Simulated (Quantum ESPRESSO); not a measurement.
# Ag (Im-3m) in Quantum ESPRESSO: reference runs

How does Ag come out in PBE? The cell is run as given and disturbed.

All numbers are computed with Quantum ESPRESSO 7.5; they aren't measurements. Logs are shortened: lines on timing, memory, paths and dates and some standing lists are left out, and cuts for length are marked.

## (1) The crystal as given

The structure is cubic, space group Im-3m (No. 229). The conventional cell has a = 3.311 Å, b = 3.311 Å, c = 3.311 Å, α = 90.00°, β = 90.00°, γ = 90.00°. Ag (site symmetry m-3m) is surrounded by 8 Ag at 2.87 Å.

This isn't the form of Ag at room conditions, which is fcc.

## (2) Single point, PBE

Input file pw.in:

```
&CONTROL
  calculation = 'scf'
  prefix = 'pwscf'
  outdir = './tmp'
  pseudo_dir = './pseudo'
  tprnfor = .true.
  tstress = .true.
  disk_io = 'nowf'
/
&SYSTEM
  ibrav = 0
  nat = 1
  ntyp = 1
  ecutwfc = 60
  nbnd = 16
  occupations = 'smearing'
  smearing = 'fd'
  degauss = 0.00367493
/
&ELECTRONS
  conv_thr = 2d-10
  electron_maxstep = 120
  mixing_beta = 0.5
/
ATOMIC_SPECIES
Ag   107.8682 Ag_ONCV_PBE-1.0.oncvpsp.upf
CELL_PARAMETERS angstrom
  -1.6556540000    1.6556540000    1.6556540000
   1.6556540000   -1.6556540000    1.6556540000
   1.6556540000    1.6556540000   -1.6556540000
ATOMIC_POSITIONS crystal
Ag     0.0000000000    0.0000000000    0.0000000000
K_POINTS automatic
11 11 11 0 0 0
```

Potentials or basis: SSSP 1.3 efficiency PBE.

Command:

```
> OMP_NUM_THREADS=1 pw.x -in pw.in > pw.out
```

pw.out:

```text
This program is part of the open-source Quantum ESPRESSO suite
     for quantum simulation of materials; please cite
[... 9 lines left out ...]
     --------------------
     sticks:   dense  smooth     PW     G-vecs:    dense   smooth      PW
     Sum         535     535    173                 7803     7803    1433

     Using Slab Decomposition

     bravais-lattice index     =            0
     lattice parameter (alat)  =       5.4191  a.u.
     unit-cell volume          =     122.5083 (a.u.)^3
     number of atoms/cell      =            1
     number of atomic types    =            1
     number of electrons       =        19.00
     number of Kohn-Sham states=           16
     kinetic-energy cutoff     =      60.0000  Ry
     charge density cutoff     =     240.0000  Ry
     scf convergence threshold =      2.0E-10
     mixing beta               =       0.5000
     number of iterations used =            8  plain     mixing
     Exchange-correlation= PBE
                           (   1   4   3   4   0   0   0)

     celldm(1)=   5.419124  celldm(2)=   0.000000  celldm(3)=   0.000000
     celldm(4)=   0.000000  celldm(5)=   0.000000  celldm(6)=   0.000000

     crystal axes: (cart. coord. in units of alat)
               a(1) = (  -0.577350   0.577350   0.577350 )
               a(2) = (   0.577350  -0.577350   0.577350 )
               a(3) = (   0.577350   0.577350  -0.577350 )

     reciprocal axes: (cart. coord. in units 2 pi/alat)
               b(1) = ( -0.000000  0.866025  0.866025 )
               b(2) = (  0.866025 -0.000000  0.866025 )
               b(3) = (  0.866025  0.866025  0.000000 )

     PseudoPot. # 1 for Ag read from file:
     Ag_ONCV_PBE-1.0.oncvpsp.upf
     Pseudo is Norm-conserving, Zval = 19.0
     Generated using ONCVPSP code by D. R. Hamann
     Using radial grid of 1398 points,  6 beta functions with:
                l(1) =   0
                l(2) =   0
                l(3) =   1
                l(4) =   1
                l(5) =   2
                l(6) =   2

     atomic species   valence    mass     pseudopotential
     Ag               19.00   107.86820     Ag( 1.00)

     48 Sym. Ops., with inversion, found

   Cartesian axes

     site n.     atom                  positions (alat units)
         1        Ag     tau(   1) = (   0.0000000   0.0000000   0.0000000  )

     number of k points=    56  Fermi-Dirac smearing, width (Ry)=  0.0037
                       cart. coord. in units 2pi/alat
        k(    1) = (   0.0000000   0.0000000   0.0000000), wk =   0.0015026
        k(    2) = (   0.0787296   0.0787296   0.0000000), wk =   0.0180316
        k(    3) = (   0.1574592   0.1574592   0.0000000), wk =   0.0180316
        k(    4) = (   0.2361887   0.2361887   0.0000000), wk =   0.0180316
        k(    5) = (   0.3149183   0.3149183   0.0000000), wk =   0.0180316
        k(    6) = (   0.3936479   0.3936479   0.0000000), wk =   0.0180316
[... 48 lines left out ...]
        k(   55) = (  -0.7872958  -0.0787296  -0.0787296), wk =   0.0120210
        k(   56) = (  -0.0000000  -0.0000000   0.7872958), wk =   0.0090158

     Dense  grid:     7803 G-vectors     FFT dimensions: (  27,  27,  27)

     Initial potential from superposition of free atoms

     starting charge      18.9997, renormalised to      19.0000
     Starting wfcs are   10 randomized atomic wfcs +    6 random wfcs

     Self-consistent Calculation

     iteration #  1     ecut=    60.00 Ry     beta= 0.50
     Davidson diagonalization with overlap
     ethr =  1.00E-02,  avg # of iterations =  4.2

     Threshold (ethr) on eigenvalues was too large:
     Diagonalizing with lowered threshold

     Davidson diagonalization with overlap
     ethr =  1.60E-04,  avg # of iterations =  1.7

     total energy              =    -287.32026767 Ry
     estimated scf accuracy    <       0.03034641 Ry

     iteration #  2     ecut=    60.00 Ry     beta= 0.50
     Davidson diagonalization with overlap
     ethr =  1.60E-04,  avg # of iterations =  2.0

     total energy              =    -287.32736628 Ry
     estimated scf accuracy    <       0.00218647 Ry

     iteration #  3     ecut=    60.00 Ry     beta= 0.50
     Davidson diagonalization with overlap
     ethr =  1.15E-05,  avg # of iterations =  2.1

     total energy              =    -287.32762182 Ry
     estimated scf accuracy    <       0.00020907 Ry

     iteration #  4     ecut=    60.00 Ry     beta= 0.50
     Davidson diagonalization with overlap
     ethr =  1.10E-06,  avg # of iterations =  2.4

     total energy              =    -287.32766082 Ry
     estimated scf accuracy    <       0.00000773 Ry

     iteration #  5     ecut=    60.00 Ry     beta= 0.50
     Davidson diagonalization with overlap
     ethr =  4.07E-08,  avg # of iterations =  1.8

     total energy              =    -287.32766123 Ry
     estimated scf accuracy    <       0.00000065 Ry

     iteration #  6     ecut=    60.00 Ry     beta= 0.50
     Davidson diagonalization with overlap
     ethr =  3.44E-09,  avg # of iterations =  2.0

     total energy              =    -287.32766141 Ry
     estimated scf accuracy    <       0.00000006 Ry

     iteration #  7     ecut=    60.00 Ry     beta= 0.50
     Davidson diagonalization with overlap
     ethr =  3.41E-10,  avg # of iterations =  1.0

     total energy              =    -287.32766141 Ry
     estimated scf accuracy    <          9.9E-09 Ry

     iteration #  8     ecut=    60.00 Ry     beta= 0.50
     Davidson diagonalization with overlap
     ethr =  5.23E-11,  avg # of iterations =  2.0

     total energy              =    -287.32766141 Ry
     estimated scf accuracy    <          5.8E-10 Ry

     iteration #  9     ecut=    60.00 Ry     beta= 0.50
     Davidson diagonalization with overlap
     ethr =  3.04E-12,  avg # of iterations =  2.0

     End of self-consistent calculation

          k = 0.0000 0.0000 0.0000 (   959 PWs)   bands (ev):

   -75.3642 -38.7394 -38.7394 -38.7394   9.2742  11.8720  11.8720  11.8720
    13.0750  13.0750  34.5708  34.5708  34.5708  39.6897  39.6897  39.6900

          k = 0.0787 0.0787 0.0000 (   957 PWs)   bands (ev):

   -75.3631 -38.7499 -38.7432 -38.7392   9.5312  11.8128  11.8834  12.0129
    13.0139  13.0794  33.6712  34.3869  34.6902  37.7543  37.9006  38.1960

          k = 0.1575 0.1575 0.0000 (   959 PWs)   bands (ev):

   -75.3601 -38.7779 -38.7535 -38.7389  10.2006  11.6574  11.9691  12.4086
    12.9120  13.0945  30.8356  33.2714  34.9851  35.7904  36.6704  37.8103

          k = 0.2362 0.2362 0.0000 (   969 PWs)   bands (ev):

   -75.3562 -38.8145 -38.7670 -38.7384  10.7148  11.4608  12.6279  12.8969
    12.9723  13.1215  27.2524  31.7390  33.5158  35.3176  36.4926  39.2334

          k = 0.3149 0.3149 0.0000 (   967 PWs)   bands (ev):

   -75.3526 -38.8479 -38.7793 -38.7380  10.6810  11.2863  12.9565  13.1538
    13.5480  14.2685  23.7772  30.5393  31.7306  35.5745  36.6369  41.4470

          k = 0.3936 0.3936 0.0000 (   971 PWs)   bands (ev):

   -75.3505 -38.8678 -38.7867 -38.7378  10.5648  11.1853  13.0131  13.1766
    13.9235  16.2092  20.9547  29.9009  30.7324  35.7077  36.8227  41.0448

          k = 0.1575 0.0787 0.0787 (   967 PWs)   bands (ev):

   -75.3611 -38.7694 -38.7472 -38.7418  10.0071  11.7573  11.8190  12.3298
    12.9164  13.1062  32.3190  32.8737  35.0466  35.4100  37.4629  38.5337

          k = 0.2362 0.1575 0.0787 (   965 PWs)   bands (ev):

   -75.3576 -38.8004 -38.7592 -38.7426  10.6925  11.5945  11.9273  12.8415
    12.9299  13.1880  29.1896  31.2128  33.4202  35.4401  38.1290  38.5013

          k = 0.3149 0.2362 0.0787 (   965 PWs)   bands (ev):

   -75.3539 -38.8331 -38.7742 -38.7424  10.8628  11.4019  12.6026  12.8916
    13.1982  14.0697  25.5989  29.9437  31.7737  35.7654  38.2584  39.4427

          k = 0.3936 0.3149 0.0787 (   959 PWs)   bands (ev):

   -75.3510 -38.8579 -38.7858 -38.7422  10.7272  11.2639  12.9295  13.0514
    13.5210  15.7958  22.3370  29.0449  30.6442  35.9940  38.2203  40.3743

          k = 0.4724 0.3936 0.0787 (   970 PWs)   bands (ev):

   -75.3500 -38.8670 -38.7902 -38.7421  10.6565  11.2145  13.0085  13.0492
    13.7401  17.2149  20.4300  28.7108  30.2450  36.0781  38.2533  40.4888

          k = 0.3149 0.1575 0.1575 (   963 PWs)   bands (ev):

   -75.3543 -38.8257 -38.7703 -38.7479  11.0649  11.6111  11.9141  12.8182
    13.1920  14.1308  27.5495  27.9614  32.0074  35.7877  38.5757  40.6354

          k = 0.3936 0.2362 0.1575 (   964 PWs)   bands (ev):

   -75.3513 -38.8456 -38.7865 -38.7499  11.0257  11.4513  12.3655  12.9050
    13.2946  15.7877  24.2698  26.7079  30.9800  36.1520  39.1002  41.3516

          k = 0.4724 0.3149 0.1575 (   958 PWs)   bands (ev):

   -75.3495 -38.8561 -38.7982 -38.7504  10.9251  11.3605  12.6022  12.9995
    13.4378  17.8289  21.3306  26.0716  30.4157  36.4248  39.4200  41.3394

          k = 0.4724 0.2362 0.2362 (   958 PWs)   bands (ev):

   -75.3494 -38.8470 -38.8054 -38.7543  11.0764  11.5723  12.2034  13.0029
    13.3202  17.9179  23.1817  23.7192  30.5509  36.7140  38.7132  44.3162

          k = 0.5511 0.3149 0.2362 (   952 PWs)   bands (ev):

   -75.3487 -38.8427 -38.8178 -38.7555  11.0754  11.6370  12.1362  13.0963
    13.2967  20.0087  20.9944  23.1305  30.4054  37.1417  38.3752  43.8734

          k = 0.1575 0.1575 0.1575 (   965 PWs)   bands (ev):

   -75.3585 -38.7965 -38.7473 -38.7473  10.6137  11.6353  11.6353  12.9782
    13.0108  13.0108  30.9410  30.9410  31.8098  35.9101  39.9601  39.9601

          k = 0.2362 0.2362 0.1575 (   964 PWs)   bands (ev):

   -75.3552 -38.8243 -38.7621 -38.7476  11.1138  11.4390  11.8243  12.9794
    13.0959  14.0123  27.5603  29.6692  29.9216  36.7441  40.4117  40.9941

          k = 0.3149 0.3149 0.1575 (   961 PWs)   bands (ev):

   -75.3521 -38.8463 -38.7792 -38.7478  10.9911  11.2847  12.5816  13.0202
    13.1539  15.5441  24.0841  28.7127  28.7194  37.2496  40.0259  42.0608

          k = 0.3936 0.3936 0.1575 (   966 PWs)   bands (ev):

   -75.3503 -38.8581 -38.7906 -38.7480  10.8551  11.2012  13.0658  13.0888
    13.1832  17.4548  21.1803  28.0287  28.2011  37.4225  39.9256  41.5850

          k =-0.0000-0.0000 0.1575 (   963 PWs)   bands (ev):

   -75.3620 -38.7520 -38.7471 -38.7471   9.7829  11.9004  11.9004  12.0115
    12.8691  13.1591  33.2035  34.4543  34.4543  35.5000  37.8543  37.8543

          k = 0.3149 0.2362 0.2362 (   954 PWs)   bands (ev):

   -75.3525 -38.8408 -38.7724 -38.7555  11.2185  11.4487  11.9601  13.0251
    13.1538  15.5233  25.9572  26.5917  28.6321  37.8855  41.4775  42.1649
[... 98 lines left out ...]
   -75.3492 -38.8410 -38.7945 -38.7691  11.1838  11.8753  11.9459  12.6834
    13.4605  15.8140  24.5516  28.7277  29.9609  34.1670  39.2168  39.9237

          k = 0.0787-0.0787 0.4724 (   964 PWs)   bands (ev):

   -75.3491 -38.8300 -38.7973 -38.7774  11.4682  11.5839  12.1853  12.5573
    13.2400  15.6185  26.5360  27.0084  31.6445  31.8342  39.2744  41.6873

          k =-0.0000-0.2362 0.5511 (   957 PWs)   bands (ev):

   -75.3472 -38.8592 -38.8021 -38.7680  10.9988  11.7962  12.0198  12.7292
    13.8558  17.9595  21.4867  27.9079  29.5911  35.7635  38.9011  39.0195

          k = 0.0787-0.1575 0.5511 (   961 PWs)   bands (ev):

   -75.3465 -38.8480 -38.8107 -38.7776  11.2396  11.6030  12.0474  12.8107
    13.6074  17.6491  23.4224  25.8563  31.0862  33.4068  38.1505  39.7623

          k =-0.7873-0.2362-0.2362 (   955 PWs)   bands (ev):

   -75.3455 -38.8550 -38.8157 -38.7773  11.1276  11.6792  11.9407  12.8866
    13.7801  19.6854  20.9710  25.4866  30.8696  34.8651  36.4959  39.4801

          k =-0.7086-0.1575-0.2362 (   954 PWs)   bands (ev):

   -75.3449 -38.8461 -38.8295 -38.7795  11.3121  11.4274  11.9185  13.1965
    13.5624  19.9988  22.6987  22.8768  32.9244  33.0674  35.6070  39.3955

          k =-0.0000-0.0000 0.4724 (   960 PWs)   bands (ev):

   -75.3491 -38.8124 -38.7960 -38.7960  11.5308  11.6236  12.4490  12.4490
    12.9131  15.3544  28.3384  28.3384  29.7023  30.3428  41.4863  42.0474

          k =-0.0000-0.0787 0.5511 (   961 PWs)   bands (ev):

   -75.3459 -38.8346 -38.8090 -38.7985  11.2739  11.4295  12.5035  12.7279
    13.3872  17.0471  25.3797  26.8946  29.5842  31.1134  38.4203  41.7547

          k =-0.0000-0.1575 0.6298 (   956 PWs)   bands (ev):

   -75.3440 -38.8510 -38.8167 -38.7968  11.0579  11.3634  12.4623  12.8686
    13.7919  19.3183  22.2724  26.0559  29.4212  32.8976  35.7925  41.3482

          k = 0.0787-0.0787 0.6298 (   962 PWs)   bands (ev):

   -75.3434 -38.8432 -38.8243 -38.8032  11.0801  11.1970  12.5882  13.1162
    13.6170  19.0349  24.2433  24.5073  30.5627  30.8053  35.4926  41.6060

          k =-0.7873-0.1575-0.1575 (   952 PWs)   bands (ev):

   -75.3425 -38.8468 -38.8314 -38.8031  11.0012  11.1148  12.5730  13.3011
    13.7267  21.3481  21.7182  23.9920  30.5680  32.3631  33.3409  41.4380

          k =-0.0000-0.0000 0.6298 (   964 PWs)   bands (ev):

   -75.3429 -38.8318 -38.8223 -38.8223  11.0019  11.1046  13.0836  13.0836
    13.4107  18.6753  25.3962  25.3962  29.0020  29.7705  35.3139  43.1277

          k =-0.0000-0.0787 0.7086 (   962 PWs)   bands (ev):

   -75.3411 -38.8435 -38.8302 -38.8231  10.8276  10.9017  13.1801  13.3267
    13.7342  20.7936  23.2767  24.5170  29.2714  30.4630  32.6357  43.0237

          k =-0.7873-0.0787-0.0787 (   952 PWs)   bands (ev):

   -75.3402 -38.8405 -38.8405 -38.8254  10.7619  10.7619  13.2572  13.6807
    13.6807  22.8190  22.8752  22.8752  30.2827  30.4028  30.4028  43.1476

          k =-0.0000-0.0000 0.7873 (   948 PWs)   bands (ev):

   -75.3394 -38.8395 -38.8382 -38.8382  10.6425  10.6613  13.6630  13.6630
    13.7164  22.4160  23.6018  23.6018  28.8673  29.5455  30.3176  43.5266

     the Fermi energy is    16.5688 ev

!    total energy              =    -287.32766141 Ry
     estimated scf accuracy    <          3.4E-12 Ry
     smearing contrib. (-TS)   =      -0.00024788 Ry
     internal energy E=F+TS    =    -287.32741353 Ry

     The total energy is F=E-TS. E is the sum of the following terms:
     one-electron contribution =    -117.77604727 Ry
     hartree contribution      =      67.49155027 Ry
     xc contribution           =     -27.09156622 Ry
     ewald contribution        =    -209.95135031 Ry

     convergence has been achieved in   9 iterations

     Forces acting on atoms (cartesian axes, Ry/au):

     atom    1 type  1   force =     0.00000000    0.00000000    0.00000000

     Total force =     0.000000     Total SCF correction =     0.000000

     Computing stress (Cartesian axis) and pressure

          total   stress  (Ry/bohr**3)                   (kbar)     P=       -9.70
  -0.00006596  -0.00000000  -0.00000000           -9.70       -0.00       -0.00
  -0.00000000  -0.00006596  -0.00000000           -0.00       -9.70       -0.00
  -0.00000000  -0.00000000  -0.00006596           -0.00       -0.00       -9.70

=------------------------------------------------------------------------------=
   JOB DONE.
=------------------------------------------------------------------------------=
```

Run time: 13 s. Hardware: 1 thread of Arm Neoverse V1, shared host; peak memory 0.05 GiB.

What came out:

- Free energy: -3909.2920 eV
- Pressure: -1.0 GPa
- Band gap on the k mesh: none (metal or under the smearing width)

Levels at points of the mesh, in eV from the Fermi level:
| k point | band 8 | band 9 | band 10 | band 11 | band 12 | band 13 |
| --- | --- | --- | --- | --- | --- | --- |
| (0.00, 0.00, 0.00) | -4.70 | -3.49 | -3.49 | 18.00 | 18.00 | 18.00 |

## (3) Single point, PBE (cell strained at random at fixed volume)

pw.in: that of step 2 with these lines changed.

```diff
@@ -27,7 +27,7 @@
 CELL_PARAMETERS angstrom
-  -1.6556540000    1.6556540000    1.6556540000
-   1.6556540000   -1.6556540000    1.6556540000
-   1.6556540000    1.6556540000   -1.6556540000
+  -1.6674370000    1.7096740000    1.6780030000
+   1.6448450000   -1.6624760000    1.6082140000
+   1.6497410000    1.6447800000   -1.6308050000
 ATOMIC_POSITIONS crystal
-Ag     0.0000000000    0.0000000000    0.0000000000
+Ag     0.0003600000   -0.0166410000   -0.0026680000
 K_POINTS automatic
```

Potentials or basis: SSSP 1.3 efficiency PBE.

Command:

```
> OMP_NUM_THREADS=1 pw.x -in pw.in > pw.out
```

It took 2.7 min on 1 thread of Arm Neoverse V1, shared host; peak memory 0.18 GiB.

Results (log left out):

```yaml
Free_energy: -3909.2891 eV
Pressure: -0.9 GPa
Band_gap_on_the_k_mesh: none (metal or under the smearing width)
```

Stress tensor (GPa, compression positive):
```
-0.94  0.53  0.64
 0.53 -0.69 -1.55
 0.64 -1.55 -1.09
```

Levels at points of the mesh, in eV from the Fermi level:
| k point | band 6 | band 7 | band 8 | band 9 | band 10 | band 11 | band 12 | band 13 | band 14 | band 15 |
| --- | --- | --- | --- | --- | --- | --- | --- | --- | --- | --- |
| (0.00, 0.00, 0.00) | -4.84 | -4.77 | -4.58 | -3.56 | -3.47 | 17.59 | 17.96 | 18.33 | 22.50 | 23.29 |
